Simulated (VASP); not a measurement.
# Ru: heating or cooling by molecular dynamics

Ru, P6_3/mmc (no. 194), 8 atoms in the cell. PBE, molecular dynamics; PAW potentials Ru (PBE set).

Ensemble: ramp; Target temperature (K): 500; Final target temperature (K): 1300; Thermostat: velocity scaling every 10 steps.

## Input

INCAR:
```
SYSTEM = Ru
GGA = PE ; PREC = Normal
ENCUT = 220 ; EDIFF = 1E-5
NELMIN = 4 ; NELM = 60
ALGO = Fast ; LREAL = Auto
LASPH = .TRUE. ; ISMEAR = -1
SIGMA = 0.05 ; ISYM = 0
LWAVE = .FALSE. ; LCHARG = .FALSE.
IBRION = 0 ; NSW = 205
POTIM = 4.0 ; TEBEG = 500
TEEND = 1300 ; ISIF = 2
RANDOM_SEED = 415021 0 0 ; MDALGO = 0
SMASS = -1 ; NBLOCK = 10
KPAR = 4
```

KPOINTS:
```
k-points
0
Gamma
  3 3 3
```

POSCAR:
```
Ru
1.0
    5.4116000000      0.0000000000      0.0000000000
   -2.7058000000      4.6865830752      0.0000000000
    0.0000000000      0.0000000000      4.2819000000
Ru
8
Direct
    0.3333333334      0.1666666666      0.7500000000
    0.3333333334      0.6666666666      0.7500000000
    0.8333333333      0.1666666666      0.7500000000
    0.8333333333      0.6666666666      0.7500000000
    0.1666666666      0.3333333334      0.2500000000
    0.1666666666      0.8333333333      0.2500000000
    0.6666666666      0.3333333334      0.2500000000
    0.6666666666      0.8333333333      0.2500000000
```

Commands:
```
cat potpaw_PBE.64/Ru/POTCAR > POTCAR
mpirun -np 4 vasp_std > vasp.out
```

## Result

- Mean temperature (K): 857
- Rise of the mean potential energy above the start (meV/atom): 90.0
- Mean pressure (GPa): 6.25
- Electronic steps per ionic step after the first: 4.7

Course of the run:

| Time (fs) | Temperature (K) | Potential energy less the first (meV/atom) |
|---|---|---|
| 4 | 504 | 0.0 |
| 64 | 458 | 64.3 |
| 124 | 624 | 78.9 |
| 184 | 314 | 88.0 |
| 252 | 688 | 75.2 |
| 312 | 646 | 91.8 |
| 372 | 753 | 95.8 |
| 432 | 727 | 95.2 |
| 492 | 900 | 94.1 |
| 552 | 1473 | 69.3 |
| 620 | 1154 | 112.0 |
| 680 | 1128 | 117.0 |
| 740 | 1206 | 130.6 |
| 800 | 1157 | 111.7 |

REPORT:
```
RANDOM_SEED =            415021                0                0

           RANDOM_SEED =            415021                0                0

           RANDOM_SEED =            415021                0                0

           RANDOM_SEED =            415021                0                0

           RANDOM_SEED =            415021                0                0

           RANDOM_SEED =            415021                0                0

           RANDOM_SEED =            415021                0                0

           RANDOM_SEED =            415021                0                0

           RANDOM_SEED =            415021                0                0

           RANDOM_SEED =            415021                0                0

           RANDOM_SEED =            415021                0                0

           RANDOM_SEED =            415021                0                0

           RANDOM_SEED =            415021                0                0

           RANDOM_SEED =            415021                0                0

           RANDOM_SEED =            415021                0                0

           RANDOM_SEED =            415021                0                0

           RANDOM_SEED =            415021                0                0

           RANDOM_SEED =            415021                0                0

           RANDOM_SEED =            415021                0                0

           RANDOM_SEED =            415021                0                0

           RANDOM_SEED =            415021                0                0
```

OSZICAR:
```
N       E                     dE             d eps       ncg     rms          rms(c)
DAV:   1     0.194318581894E+03    0.19432E+03   -0.17656E+04  1064   0.799E+02
DAV:   2    -0.576187229339E+02   -0.25194E+03   -0.23540E+03  1112   0.228E+02
DAV:   3    -0.783269000448E+02   -0.20708E+02   -0.19712E+02  1672   0.502E+01
DAV:   4    -0.790479521156E+02   -0.72105E+00   -0.70093E+00  1350   0.933E+00
DAV:   5    -0.790729566655E+02   -0.25005E-01   -0.24822E-01  1372   0.173E+00    0.340E+01
RMM:   6    -0.744888587032E+02    0.45841E+01   -0.89540E+00  1064   0.177E+01    0.118E+01
RMM:   7    -0.737609731151E+02    0.72789E+00   -0.54911E+00  1064   0.110E+01    0.526E-01
RMM:   8    -0.737745644880E+02   -0.13591E-01   -0.68738E-01  1110   0.320E+00    0.609E-01
RMM:   9    -0.737776614195E+02   -0.30969E-02   -0.12969E-01  1155   0.107E+00    0.414E-01
RMM:  10    -0.737700522806E+02    0.76091E-02   -0.21937E-02  1092   0.702E-01    0.226E-01
RMM:  11    -0.737671648996E+02    0.28874E-02   -0.14429E-02  1070   0.668E-01    0.179E-01
RMM:  12    -0.737673660908E+02   -0.20119E-03   -0.35758E-03  1194   0.194E-01    0.124E-01
[... left out ...]
    199 T=  1203. E= -.71826834E+02 F= -.72915285E+02 E0= -.72888344E+02  EK= 0.10885E+01 SP= 0.00E+00 SK= 0.00E+00
[... last step whole ...]
       N       E                     dE             d eps       ncg     rms          rms(c)
DAV:   1    -0.728735196768E+02    0.41764E-01   -0.82178E-02  1852   0.267E+00    0.433E-02
RMM:   2    -0.728737501978E+02   -0.23052E-03   -0.32360E-03  1065   0.332E-01    0.473E-02
RMM:   3    -0.728737798047E+02   -0.29607E-04   -0.66848E-04  1213   0.948E-02    0.207E-02
RMM:   4    -0.728737950468E+02   -0.15242E-04   -0.16526E-04  1141   0.401E-02    0.153E-02
RMM:   5    -0.728737960964E+02   -0.10496E-05   -0.28240E-05   671   0.198E-02
    200 T=  1157. E= -.71827110E+02 F= -.72873796E+02 E0= -.72847134E+02  EK= 0.10467E+01 SP= 0.00E+00 SK= 0.00E+00
```

Limits: 800 fs of 8 atoms are too short for converged averages; the cell is only 4.3 Å across, so each atom moves in step with near copies of itself.

VASP 6.6.1 took 439 s on 4 cores (AMD EPYC 7R43 (Zen 3)), a shared host.
